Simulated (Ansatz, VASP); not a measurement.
# SiC (Moissanite) in two plane-wave programs

One calculation is typed for both programs; each brings its own data sets and cutoff. How far apart do they land? The structure shown is the end of the Ansatz relaxation below.

Calculated with Ansatz 0.2.0; plane waves, with VASP 6.6.1 beside it; single point at PBE.

## (1) Set-up

Symmetry: P6_3mc, No. 186, hexagonal system. The conventional cell has a = 3.081 Å, b = 3.081 Å, c = 15.125 Å, α = 90.00°, β = 90.00°, γ = 120.00°. Si has 4 C at 1.89 to 1.90 Å nearest. Nearest to Si lie 4 C at 1.89 Å. Nearest to C lie 4 Si at 1.89 Å. Nearest to C lie 4 Si at 1.89 to 1.90 Å. Farther neighbours are not listed.

## (2) Ansatz: relaxation, PBE

Ansatz runs on its default PAW (the set named soft_2) files.

This run makes the geometry at which the two programs are then compared.

File input.yaml:

```yaml
crystal:
  lattice:
    - [3.081, 0.0, 0.0]
    - [-1.5405, 2.6682242691, 0.0]
    - [0.0, 0.0, 15.1248]
  atoms:
    - { symbol: Si, position: [0.0, 0.0, 0.0] }
    - { symbol: Si, position: [0.0, 0.0, 0.5] }
    - { symbol: Si, position: [0.3333333333, 0.6666666667, 0.1664] }
    - { symbol: Si, position: [0.6666666667, 0.3333333333, 0.6664] }
    - { symbol: Si, position: [0.6666666667, 0.3333333333, 0.3329] }
    - { symbol: Si, position: [0.3333333333, 0.6666666667, 0.8329] }
    - { symbol: C, position: [0.3333333333, 0.6666666667, 0.0412] }
    - { symbol: C, position: [0.6666666667, 0.3333333333, 0.5412] }
    - { symbol: C, position: [0.6666666667, 0.3333333333, 0.208] }
    - { symbol: C, position: [0.3333333333, 0.6666666667, 0.708] }
    - { symbol: C, position: [0.0, 0.0, 0.3746] }
    - { symbol: C, position: [0.0, 0.0, 0.8746] }
kpoints:
  mp_grid: { grid: [7, 7, 2] }
scf:
  occupations: { method: fixed }
hamiltonian:
  xc: pbe
relax:
  f_tol: 0.01
  max_steps: 90
output:
  forces: true
```

Run with:

```bash
$ ansatz run input.yaml --threads 4 --pin off --max-ram 8192MiB --backend cpu --events-out ev --progress --plain --runs-dir out
```

Numbers of over 12 decimals in the logs are rounded to 6 here.

The log of the run:

```text
Engine: ansatz 0.2.0, aarch64-unknown-linux-gnu
Pseudopotentials: kind: paw
Pseudopotential: Si, paw, valence charge 4, recommended cutoff 420 eV (normal), Si.paw.azcp
Pseudopotential: C, paw, valence charge 4, recommended cutoff 420 eV (normal), C.paw.azcp
Functional definition: PBE
  parameter kappa = 0.804
  parameter beta = 0.066725
  exchange = pbe_x(kappa = kappa, mu = beta*pi^2/3)
  correlation = pbe_c(beta = beta)
Crystal: 12 atoms, lattice volume = 124.338 Å³
Basis set: ecut = 420 eV, 2415 PW (Γ), exchange–correlation on 48×48×216 points (8 copies of the dense FFT grid, shifted against one another)
Bands: 36, of which v1, the nominal top of the filled ones, is band 24 counted from 1 (23 counted from 0)
Symmetry: 12 space group operations
Space group: P63mc (ITA 186), of the structure as read, at distance tolerance 5.0e-5 Å
k-points: 16 of 98
Non-local potential: Si, projectors of the file, l = 0: 2, l = 1: 2, l = 2: 2
Non-local potential: C, projectors of the file, l = 0: 2, l = 1: 2, l = 2: 1
PAW form: soft (Blöchl's): semilocal exchange-correlation on the pseudo side does not see the compensation charge
PAW one-centre angular grid: Si, 110 points (default); XC on 64 Gauss nodes
PAW one-centre angular grid: C, 110 points (default); XC on 64 Gauss nodes
Initial density: superposition of atomic densities (neutral atoms: chi_scale 0, normalization atom), corrected by the library's trained network
Initial wavefunctions: pseudopotential atomic-orbital guess
Functional: x = pbe(κ = 0.804, μ = 0.219515), c = pbe(β = 0.066725)
SCF iter   1: F=—  HF=-5322.942392 eV  |F-HF|=—  |Δ(HF+E_count)|=         —  Δρ=2.52e-3  dr2=8.10e-3  ethr=1.77e-3  ⟨swp⟩=4.9  Hψ=2370  notcnv=0  defer=158
preconditioner: auto → none  [insulator: Δε(μ)=2.130 eV  Ē_g=11.955 eV  n_scr=10 (ndim 8)  ℏωp=23.1 eV  f_vac=0.000  ε∞_Penn≈4.7]
SCF iter   2: F=—  HF=-5322.942278 eV  |F-HF|=—  |Δ(HF+E_count)|=   1.14e-4  Δρ=9.32e-4  dr2=7.60e-4  ethr=1.69e-5  ⟨swp⟩=2.1  Hψ=1060  notcnv=0  defer=160
SCF iter   3: F=—  HF=-5322.942389 eV  |F-HF|=—  |Δ(HF+E_count)|=   1.12e-4  Δρ=4.19e-4  dr2=1.75e-4  ethr=1.58e-6  ⟨swp⟩=2.0  Hψ=826  notcnv=0  defer=96
automatic band count: iteration 3 solves 32 bands in place of 36: the levels show a gap, and the empty bands left out lie too high to hold charge; the band table lists the bands solved (type scf.n_extra_bands for more)
SCF iter   4: F=—  HF=-5322.942506 eV  |F-HF|=—  |Δ(HF+E_count)|=   1.17e-4  Δρ=2.38e-4  dr2=1.07e-4  ethr=3.65e-7  ⟨swp⟩=2.2  Hψ=767  notcnv=0  defer=95
iter 5 did not close the SCF: its close was put off for the readings that it lacked (scf_convergence_deferred on its scf_iter line)
SCF iter   5: F=-5322.942525 eV  HF=-5322.942522 eV  |F-HF|=2.86e-6  |Δ(HF+E_count)|=   1.65e-5  Δρ=5.04e-5  dr2=1.59e-6  ethr=2.22e-7  ⟨swp⟩=2.1  Hψ=700  notcnv=0  defer=95
SCF iter   6: F=-5322.942526 eV  HF=-5322.942526 eV  |F-HF|=1.92e-8  |Δ(HF+E_count)|=   3.47e-6  Δρ=8.51e-6  dr2=8.81e-8  ethr=3.31e-9  ⟨swp⟩=2.5  Hψ=1844  notcnv=0
SCF 1 converged in 6 iterations: F = -5322.942526 eV  dr2 = 8.81e-8
  greatest PAW one-centre occupation: 0.645 electrons in one spin orbital (limit 2), on the C atom at site 7 (counted from 0), in its partial waves of l = 0
relax step   1: F+E_penalty+E_count = -5322.94252598 eV  Δ(F+E_penalty+E_count) = +0.000e0 eV  max|allowed force component| = 1.738e-1 eV/Å  Δτ_max = 0.0000 Å  (6 SCF iters, dr2 threshold 2.50e-6 eV, accepted)
[...]
relax step   2: F+E_penalty+E_count = -5322.94431591 eV  Δ(F+E_penalty+E_count) = -1.790e-3 eV  max|allowed force component| = 5.607e-2 eV/Å  Δτ_max = 0.0039 Å  (5 SCF iters, dr2 threshold 1.89e-6 eV, accepted)
[...]
relax step   3: F+E_penalty+E_count = -5322.94444803 eV  Δ(F+E_penalty+E_count) = -1.321e-4 eV  max|allowed force component| = 1.054e-2 eV/Å  Δτ_max = 0.0013 Å  (5 SCF iters, dr2 threshold 1.96e-7 eV, accepted)
[...]
relax step   4: F+E_penalty+E_count = -5322.94445583 eV  Δ(F+E_penalty+E_count) = -7.795e-6 eV  max|allowed force component| = 1.692e-4 eV/Å  Δτ_max = 0.0003 Å  (4 SCF iters, accepted)
SCF converged after 4 iterations
Free energy (F): -5322.944456 eV
Harris-Foulkes:  -5322.944456 eV  (|F-HF|=3.36e-9)
Internal energy: -5322.944456 eV  (E = F + TS)
E sigma→0 (E₀):  -5322.944456 eV
Fermi energy:    9.509053 eV
--- Per-component energies (eV) ---
  E_band       = 171.461089
  E_kinetic    = 813.920117
  E_local      = -628.649591  (includes V_loc(G=0)·N_el)
  E_nonlocal   = 310.909275
  E_hartree    = 193.295267
  E_xc         = -632.908077
  E_vxc        = -656.080396  (∫ρ·V_xc dr)
  E_paw        = -3672.488262  (= ΣΔE_a)
  E_vpaw       = -55.228677  (= ΣTr[D̂ρ^β])
  E_aug_tail   = 0.000069  (compensation charges beyond the density's cutoff)
  E_ewald      = -1707.023254
  E_smearing   = -0.000000  (= −TS)
  E_closure    = 0.000000  (closes the sum)
  Σ components = -5322.944456   (vs F -5322.944456, Δ=0.00e0)
--- Forces (eV/Å), atoms counted from 1 ---
  atom   1  Si     0.00000000     0.00000000    -0.00000038
  atom   2  Si     0.00000000    -0.00000000    -0.00000038
  atom   3  Si    -0.00000000     0.00000000    -0.00014736
  atom   4  Si     0.00000000    -0.00000000    -0.00014736
  atom   5  Si     0.00000000     0.00000000     0.00003286
  atom   6  Si     0.00000000    -0.00000000     0.00003286
  atom   7  C     -0.00000000    -0.00000000     0.00017904
  atom   8  C      0.00000000     0.00000000     0.00017904
  atom   9  C     -0.00000000    -0.00000000    -0.00004278
  atom  10  C     -0.00000000     0.00000000    -0.00004278
  atom  11  C     -0.00000000    -0.00000000     0.00003762
  atom  12  C     -0.00000000     0.00000000     0.00003762
  max |Σ_I F_I| component: 1.18e-4 eV/Å
--- Relaxed structure (4 steps of the walk, 4 accepted, 0 SCFs on fresh bases) ---
  F+E_penalty+E_count = -5322.94445583 eV   max|allowed force component| = 1.692e-4 eV/Å
  atoms:
    - { symbol: Si, position: [-2.887774990563557e-19, 0, -0.000289011] }
    - { symbol: Si, position: [-2.8877749905635087e-19, 0, 0.499711] }
    - { symbol: Si, position: [0.333333, 0.666667, 0.166496] }
    - { symbol: Si, position: [0.666667, 0.333333, 0.666496] }
    - { symbol: Si, position: [0.666667, 0.333333, 0.332992] }
    - { symbol: Si, position: [0.333333, 0.666667, 0.832992] }
    - { symbol: C, position: [0.333333, 0.666667, 0.041515] }
    - { symbol: C, position: [0.666667, 0.333333, 0.541515] }
    - { symbol: C, position: [0.666667, 0.333333, 0.208006] }
    - { symbol: C, position: [0.333333, 0.666667, 0.708006] }
    - { symbol: C, position: [-2.2034108322802934e-19, 0, 0.374379] }
    - { symbol: C, position: [-2.203410832280246e-19, 0, 0.874379] }
```

## (3) VASP: single point, PBE

The same cell, functional and mesh now go to VASP, with its own data sets and cutoff.

Lines of VASP's logs that name or quote its potential files are left out, and so is its time.

File INCAR:

```
SYSTEM = SiC
PREC = Accurate
ENCUT = 520
EDIFF = 1E-06
NELM = 100
ISMEAR = 0
SIGMA = 0.01
LREAL = .FALSE.
ALGO = Normal
GGA = PE
NBANDS = 36
LORBIT = 11
LWAVE = .FALSE.
LCHARG = .FALSE.
KPAR = 4
ISIF = 2
```

File POSCAR:

```
SiC
1.0
    3.0810000000      0.0000000000      0.0000000000
   -1.5405000000      2.6682242691      0.0000000000
    0.0000000000      0.0000000000     15.1248000000
Si C
6 6
Direct
    0.0000000000      0.0000000000      0.9997109894
    0.0000000000      0.0000000000      0.4997109894
    0.3333333333      0.6666666667      0.1664964842
    0.6666666667      0.3333333333      0.6664964842
    0.6666666667      0.3333333333      0.3329915161
    0.3333333333      0.6666666667      0.8329915161
    0.3333333333      0.6666666667      0.0415152299
    0.6666666667      0.3333333333      0.5415152299
    0.6666666667      0.3333333333      0.2080062994
    0.3333333333      0.6666666667      0.7080062994
    0.0000000000      0.0000000000      0.3743794811
    0.0000000000      0.0000000000      0.8743794811
```

File KPOINTS:

```
Automatic mesh
0
Gamma
7 7 2
0 0 0
```

Potentials, in the order of the species: Si and C (PBE family, release 64).

Run with:

```bash
$ mpirun -np 4 vasp_std
```

The log of the run:

```text
[banner, memory and clock lines left out]
running    4 mpi-ranks, on    1 nodes
 distrk:  each k-point on    1 cores,    4 groups
 distr:  one band on    1 cores,    1 groups

 POSCAR found type information on POSCAR SiC
 POSCAR found :  2 types and      12 ions
 LDA part: xc-table for (Slater+PW92), standard interpolation
 POSCAR, INCAR and KPOINTS ok, starting setup
 FFT: planning ... GRIDC
 FFT: planning ... GRID_SOFT
 FFT: planning ... GRID
 WAVECAR not read
 entering main loop
       N       E                     dE             d eps       ncg     rms          rms(c)
DAV:   1     0.128384779782E+03    0.12838E+03   -0.21695E+04  1152   0.119E+03
DAV:   2    -0.893288346359E+02   -0.21771E+03   -0.20482E+03  1548   0.212E+02
DAV:   3    -0.101276749103E+03   -0.11948E+02   -0.11861E+02  1524   0.469E+01
DAV:   4    -0.101454478187E+03   -0.17773E+00   -0.17735E+00  1472   0.658E+00
DAV:   5    -0.101458248926E+03   -0.37707E-02   -0.37677E-02  1492   0.911E-01    0.215E+01
DAV:   6    -0.906393956228E+02    0.10819E+02   -0.31902E+01  1428   0.208E+01    0.964E+00
DAV:   7    -0.903972576748E+02    0.24214E+00   -0.32840E+00  1540   0.685E+00    0.413E+00
DAV:   8    -0.903525111388E+02    0.44747E-01   -0.20261E-01  1380   0.181E+00    0.129E+00
DAV:   9    -0.903478506229E+02    0.46605E-02   -0.29341E-02  1452   0.790E-01    0.183E-01
DAV:  10    -0.903485425996E+02   -0.69198E-03   -0.22761E-03  1448   0.205E-01    0.958E-02
DAV:  11    -0.903486902768E+02   -0.14768E-03   -0.31463E-04  1356   0.971E-02    0.193E-02
DAV:  12    -0.903486923101E+02   -0.20333E-05   -0.12660E-05  1472   0.167E-02    0.855E-03
DAV:  13    -0.903486937727E+02   -0.14626E-05   -0.14343E-06  1004   0.590E-03    0.209E-03
DAV:  14    -0.903486941676E+02   -0.39487E-06   -0.21322E-07   840   0.218E-03
   1 F= -.90348694E+02 E0= -.90348694E+02  d E =-.332412E-30
```

OUTCAR, selected parts (step 3):

```text
ion  position               nearest neighbor table
   1  0.000  0.000  1.000-   7 1.89   7 1.89   7 1.89  12 1.90   6 3.09   6 3.09   6 3.09   3 3.09
                             3 3.09   3 3.09
   2  0.000  0.000  0.500-   8 1.89   8 1.89   8 1.89  11 1.90   5 3.09   5 3.09   5 3.09   4 3.09
                             4 3.09   4 3.09
   3  0.333  0.667  0.166-   9 1.89   9 1.89   9 1.89   7 1.89   5 3.08   5 3.08   5 3.08   1 3.09
                             1 3.09   1 3.09
   4  0.667  0.333  0.666-  10 1.89  10 1.89  10 1.89   8 1.89   6 3.08   6 3.08   6 3.08   2 3.09
                             2 3.09   2 3.09
   5  0.667  0.333  0.333-  11 1.89  11 1.89  11 1.89   9 1.89   3 3.08   3 3.08   3 3.08   2 3.09
                             2 3.09   2 3.09
   6  0.333  0.667  0.833-  12 1.89  12 1.89  12 1.89  10 1.89   4 3.08   4 3.08   4 3.08   1 3.09
                             1 3.09   1 3.09
   7  0.333  0.667  0.042-   1 1.89   1 1.89   1 1.89   3 1.89
   8  0.667  0.333  0.542-   2 1.89   2 1.89   2 1.89   4 1.89
   9  0.667  0.333  0.208-   3 1.89   3 1.89   3 1.89   5 1.89
  10  0.333  0.667  0.708-   4 1.89   4 1.89   4 1.89   6 1.89
  11  0.000  0.000  0.374-   5 1.89   5 1.89   5 1.89   2 1.90
  12  0.000  0.000  0.874-   6 1.89   6 1.89   6 1.89   1 1.90

  LATTYP: Found a hexagonal cell.
 ALAT       =     3.0810000000
 C/A-ratio  =     4.9090555015

 Subroutine GETGRP returns: Found 12 space group operations
 (whereof  6 operations were pure point group operations)

The static configuration has the point symmetry C_3v.
 The point group associated with its full space group is C_6v.

 Found     16 irreducible k-points:

   k-points           NKPTS =     16   k-points in BZ     NKDIM =     16   number of bands    NBANDS=     36

   dimension x,y,z NGX =    24 NGY =   24 NGZ =  112
   dimension x,y,z NGXF=    48 NGYF=   48 NGZF=  224

   ENCUT  =  520.0 eV  38.22 Ry    6.18 a.u.   5.73  5.73 28.12*2*pi/ulx,y,z

   NELECT =      48.0000    total number of electrons

 k-points in reciprocal lattice and weights: Automatic mesh
   0.00000000  0.00000000  0.00000000       0.010
   0.14285714  0.00000000  0.00000000       0.061
   0.28571429 -0.00000000  0.00000000       0.061
   0.42857143  0.00000000  0.00000000       0.061
   0.14285714  0.14285714  0.00000000       0.061
   0.28571429  0.14285714  0.00000000       0.122
   0.42857143  0.14285714  0.00000000       0.061
   0.28571429  0.28571429  0.00000000       0.061
   0.00000000  0.00000000  0.50000000       0.010
[...]
0.42857143  0.14285714  0.50000000       0.061
   0.28571429  0.28571429  0.50000000       0.061

 average (electrostatic) potential at core
       1 -80.4342       2 -80.4342       3 -80.3863       4 -80.3863       5 -80.3698
       6 -80.3698       7 -44.8482       8 -44.8482       9 -44.7868      10 -44.7868
      11 -44.7712      12 -44.7712

 E-fermi :   8.2169

 k-point     1 :       0.0000    0.0000    0.0000
  band No.  band energies     occupation
    ...
     20       7.8380      2.00000
     21       7.8380      2.00000
     22       8.0983      2.00000
     23       8.1387      2.00000
     24       8.1387      2.00000
     25      13.3094      0.00000
     26      13.4797      0.00000
     27      13.8884      0.00000
     28      14.3986      0.00000
     29      14.4217      0.00000
    ...

 k-point     2 :       0.1429    0.0000    0.0000
  band No.  band energies     occupation
    ...
     20       7.0444      2.00000
     21       7.4746      2.00000
     22       7.5197      2.00000
     23       7.8757      2.00000
     24       7.9713      2.00000
     25      13.1694      0.00000
     26      13.5524      0.00000
     27      13.5841      0.00000
     28      14.2531      0.00000
     29      14.6133      0.00000
    ...

 k-point     3 :       0.2857   -0.0000    0.0000
  band No.  band energies     occupation
    ...
     20       6.4661      2.00000
     21       6.8354      2.00000
     22       6.8644      2.00000
     23       7.2631      2.00000
     24       7.4759      2.00000
     25      11.4171      0.00000
     26      11.5681      0.00000
     27      12.2157      0.00000
     28      12.8163      0.00000
     29      13.6522      0.00000
    ...

  Total        2.2725218      2.2725218      2.0279332      0.0000000      0.0000000      0.0000000
  in kB       29.2829593     29.2829594     26.1312721      0.0000000      0.0000000      0.0000000
  external PRESSURE =      28.2323969 kB  Pullay stress =       0.0000000 kB

  energy-cutoff  :      520.00
  volume of cell :      124.34
      direct lattice vectors                 reciprocal lattice vectors
     3.081000000  0.000000000  0.000000000     0.324569945  0.187390545  0.000000000
    -1.540500000  2.668224269  0.000000000     0.000000000  0.374781090  0.000000000
     0.000000000  0.000000000 15.124800000     0.000000000  0.000000000  0.066116577

 POSITION                                       TOTAL-FORCE (eV/Angst)
 -----------------------------------------------------------------------------------
      0.00000      0.00000     15.12043        -0.000000     -0.000000      0.001159
      0.00000      0.00000      7.55803         0.000000     -0.000000      0.001159
     -0.00000      1.77882      2.51823         0.000000     -0.000000     -0.000241
      1.54050      0.88941     10.08063        -0.000000     -0.000000     -0.000241
      1.54050      0.88941      5.03643        -0.000000     -0.000000     -0.000823
     -0.00000      1.77882     12.59883         0.000000     -0.000000     -0.000823
     -0.00000      1.77882      0.62791         0.000000     -0.000000     -0.000145
      1.54050      0.88941      8.19031        -0.000000      0.000000     -0.000145
      1.54050      0.88941      3.14605         0.000000      0.000000     -0.000196
     -0.00000      1.77882     10.70845        -0.000000     -0.000000     -0.000196
      0.00000      0.00000      5.66241         0.000000      0.000000      0.000247
      0.00000      0.00000     13.22481        -0.000000     -0.000000      0.000247
 -----------------------------------------------------------------------------------
    total drift:                               -0.000000     -0.000000      0.000290

  FREE ENERGIE OF THE ION-ELECTRON SYSTEM (eV)
  ---------------------------------------------------
  free  energy   TOTEN  =       -90.3486941676 eV

  energy  without entropy=      -90.3486941676  energy(sigma->0) =      -90.34869417

 total charge
# of ion       s       p       d       tot
------------------------------------------
    1        0.707   0.969   0.000   1.677
    2        0.707   0.969   0.000   1.677
    3        0.707   0.971   0.000   1.678
    4        0.707   0.971   0.000   1.678
    5        0.708   0.968   0.000   1.676
    6        0.708   0.968   0.000   1.676
    7        0.837   1.707   0.000   2.544
    8        0.837   1.707   0.000   2.544
    9        0.837   1.708   0.000   2.545
   10        0.837   1.708   0.000   2.545
   11        0.838   1.709   0.000   2.546
   12        0.838   1.709   0.000   2.546
--------------------------------------------------
tot          9.268  16.064   0.000  25.333

[... 3 further parts left out ...]
```

The run ends at a pressure of 2.82 GPa, with forces up to 0.0012 eV/Å.

## (4) Comparison

Known differences besides the potentials themselves: fixed occupations in Ansatz, narrow Gaussian smearing in VASP; the cutoff is 420 eV in Ansatz and 520 eV in VASP; VASP leaves aspherical gradient terms in its spheres out (LASPH is not set), Ansatz keeps them. Total energies have different zeros and are not compared.

The two programs side by side:

```
              quantity  Ansatz   VASP  difference
gap on the k mesh (eV)   2.168  2.166      +0.002
```

A gap on the mesh is an upper bound, since the band edges may lie between its points.

## (5) Summary of results

| Property | Result |
| --- | --- |
| difference in gap on the k mesh (single point, PBE) | 0.0017 eV |

**Reading.** The difference in gap on the k mesh is 0.0017 eV (single point, PBE), within the 0.08 eV picked in this series as the mark of a large difference. How closely two codes agree says nothing of how well the functional describes the real material.

[Lines on the potential files, build, host, timing and source positions are cut from VASP's logs without a mark.]

[Logs are printed without paths, hosts, clocks, repeated set-up lines and the standing remarks that a program may print on its own settings, such as how far it seeks lower states.]

[Hosts, paths, dates, database ids (printed as entryN), source tags and the programs' standing remarks are cut or masked in the printed files.]
